## One crystal, one functional, gaps from 1.2 to 3.1 eV: which do I believe?

**Question.** I have computed boron phosphide in the same cell, with the same functional, in several programs. Most runs put the gap near 1.2 eV, but two SIESTA runs give 2.2 and 3.1 eV. I recall a measured gap of roughly 2 eV, so the DZ run looks like the best of the lot. And why does its direct gap hardly differ from the others when its gap is so far off? "Gap" here is the smallest distance between any filled and any empty level on the mesh, and "direct gap" the smallest at one and the same k point.

PBE calculations of zinc-blende boron phosphide in one fixed two-atom cell, without spin polarisation or spin-orbit coupling. Gaps are taken on a 10×10×10 k mesh, with 0.05 eV smearing (Gaussian in VASP, Fermi-Dirac elsewhere). Energies under "basis" are plane-wave cutoffs; the SIESTA orbitals use energy shifts of 0.01 (TZP), 0.002 (DZ) and 0.02 Ry (SZ).

```
program                                  potentials     basis  gap (eV)  direct gap (eV)
 SIESTA  PseudoDojo 0.4 standard, converted to PSML       TZP     1.226            3.372
   VASP        VASP PAW PBE potentials, recommended    520 eV     1.239            3.401
 Ansatz                       Ansatz PAW small core    420 eV     1.243            3.404
 Ansatz                      Ansatz PAW polarizable    420 eV     1.243            3.404
   GPAW        GPAW PAW data sets (gpaw data 1.2.1)    800 eV     1.244            3.405
 Ansatz                                     SPMS NC    789 eV     1.251            3.406
   GPAW        GPAW PAW data sets (gpaw data 1.2.1)  lcao:dzp     1.370            3.460
 SIESTA  PseudoDojo 0.4 standard, converted to PSML        DZ     2.238            3.487
 SIESTA                  PseudoDojo 0.4 standard NC        SZ     3.147            4.074
```

**Answer.** Three sizes are worth remembering here. Changing program and potential among the plane-wave runs moves the gap by about 0.01 eV. A modest set of atomic orbitals that includes d functions moves it by about 0.1 eV, and the two SIESTA sets without d functions move it by 1 to 2 eV. The large differences thus come from the basis, and the DZ result isn't a better description of the crystal.

The basis names tell how much freedom the electrons have. SZ gives each atom one radial shape for its valence s and p orbitals, which makes 4 functions. DZ has two radial shapes and 8 functions. GPAW's dzp adds a shell of d functions to two radial shapes, and TZP adds one to three. These d functions are called polarisation functions, because they let the charge around an atom take up more varied shapes.

In a fixed potential, taking functions away can raise a level, counted from the bottom, but never lower it. On average the filled levels suffer less, because the basis is built from the occupied orbitals of the free atoms and bonding states resemble sums of these. The total energy supports this: from TZP to DZ it rises by 0.99 eV per cell, which is only about 0.12 eV for each of the 8 valence electrons. The gap rises by 1.01 eV in the same step. An average over all electrons doesn't give the shift of the top filled level, which can rise by more. What the wider gap does say is that the lowest empty level has risen by about 1 eV more than the top filled one.

If all empty levels rose together, the gap and the direct gap would grow by the same amount. This simple picture has no adjustable constant and can be tried on the step from TZP to DZ. The direct gap grows by 3.487 − 3.372 = 0.115 eV, so the gap should become 1.226 + 0.115 = 1.341 eV. The run gives 2.238 eV, and the picture falls short by 0.9 eV. The lowest empty state has therefore been pushed up far more than the one that sets the direct gap.

The two states differ in character. In the VASP and GPAW runs the direct gap lies at the zone centre, where the lowest empty level is mainly an antibonding combination of p orbitals. The top filled level there is its bonding partner, with the same symmetry, and d functions can mix into both. Taking them away is expected to lift the two levels by similar amounts, so their distance, the direct gap, changes little even though neither level is well described. The lowest empty state of the whole crystal is known to lie elsewhere, on the line from the zone centre to the point X and close to X. Much of its charge sits in the open spaces of the lattice, away from atoms and bonds, and s and p functions alone reach there poorly. Mixing in d functions gives the state the lobes it needs and lowers its energy.

TZP and DZ also differ in the number of radial shapes and in the range of the orbitals, which reach farther in DZ, so this step alone can't single out the d functions. The dzp run of GPAW helps, because it has two radial shapes, like DZ, but keeps the d shell. Its direct gap agrees with that of DZ to 0.03 eV, while its gap is lower by 0.87 eV. The comparison crosses programs and orbital ranges, so it isn't a test of one change alone. Still, it points to the d functions as a large part of the cause. How large is expected to depend on how far the s and p shapes reach into the open spaces, and these runs don't separate the two.

From DZ to SZ the pattern changes. The gap rises by another 0.91 eV, and now the direct gap rises too, by 0.59 eV. Neither basis has d functions, so something else has been lost: the second radial shape. The outputs don't show where the SIESTA runs have their direct gap, but suppose that it stays at the zone centre. There, SZ offers one p orbital on boron and one on phosphorus for each direction in space. They form one bonding and one antibonding state, and the antibonding one has to make do with the radial shapes of the bonding one. With a second radial shape it could adjust and come down. The state in the open spaces is expected to miss the second shape too, which fits the still larger rise of the gap; the outputs don't show whether the lowest empty state keeps its place on the line to X. The SZ orbitals are also cut off at a shorter range than those of DZ, and how much of the rise is due to that is untested.

The GPAW pair shows the basis effect most cleanly, since both runs use the same atomic data sets. The dzp run also uses a real-space grid of 0.2 Å, and its levels at the zone centre that should be equal are split by up to 0.008 eV, which is small beside the shifts that follow. Going from plane waves to dzp raises the gap by 0.13 eV and the direct gap by 0.06 eV. Even with a d shell, then, the state near X suffers more from a limited basis than the one at the zone centre.

The TZP run ends up 0.02 eV below the middle of the plane-wave runs. That is possible because a gap is a difference of two levels and can err either way; the potentials differ as well. Good agreement in the gap doesn't make this basis complete for other purposes. In the same cell TZP gives a pressure of 3.5 GPa, whereas the plane-wave runs that print one lie near 1 GPa. A basis that serves for the gap may thus still be too small for stresses or lattice constants.

That leaves the apparent success of DZ. PBE is known to make the gaps of semiconductors too small, here by something like 0.8 eV if your rough measured value is right. The DZ basis adds an error of 1.0 eV in the opposite direction, and the two nearly cancel. The shape of the bands gives this away: the gap lies 2.16 eV below the direct gap with plane waves, but only 1.25 eV below it with DZ. For a gap closer to experiment, improve the functional and keep a basis that has d functions.

The same reasoning carries over to similar crystals: ask where the lowest empty state keeps its charge. If it lies near X, as in silicon, leaving out the d functions is likely to hurt the gap more than the direct gap at the zone centre, though only boron phosphide was computed here. The differences used in this answer are printed below.

Numerical output:

```
Shift from the median of the plane-wave rows in eV:
     row  gap shift  direct gap shift  direct gap less gap
  SIESTA     -0.017            -0.032                2.146
    VASP     -0.004            -0.003                2.162
  Ansatz          0                 0                2.161
  Ansatz          0                 0                2.161
    GPAW      0.001             0.001                2.161
  Ansatz      0.008             0.002                2.155
    GPAW      0.127             0.056                 2.09
  SIESTA      0.995             0.083                1.249
  SIESTA      1.904              0.67                0.927
Spread of the gap over the plane-wave rows (eV): 0.012
SIESTA TZP to DZ, rise of the gap (eV): 1.012
SIESTA TZP to DZ, rise of the direct gap (eV): 0.115
SIESTA TZP to DZ, direct rise as a part of the gap rise (percent): 11.36
SIESTA DZ to SZ, rise of the gap (eV): 0.909
SIESTA DZ to SZ, rise of the direct gap (eV): 0.587
SIESTA DZ to SZ, direct rise as a part of the gap rise (percent): 64.58
GPAW plane waves to dzp, rise of the gap (eV): 0.126
GPAW plane waves to dzp, rise of the direct gap (eV): 0.055
SIESTA DZ less GPAW dzp, gap (eV): 0.868
SIESTA DZ less GPAW dzp, direct gap (eV): 0.027
SIESTA TZP to DZ, rise of the total energy per cell (eV): 0.9908
SIESTA TZP to SZ, rise of the total energy per cell (eV): 1.904
SIESTA TZP to SZ, rise of the gap (eV): 1.921
GPAW plane waves to dzp, rise of the total energy per cell (eV): 0.4368
Functions per atom in SZ: 4
Functions per atom in DZ: 8
Functions per atom in dzp: 13
Functions per atom in TZP: 17
Empty bands that SZ can give in the cell of 2 atoms and 8 electrons: 4
```
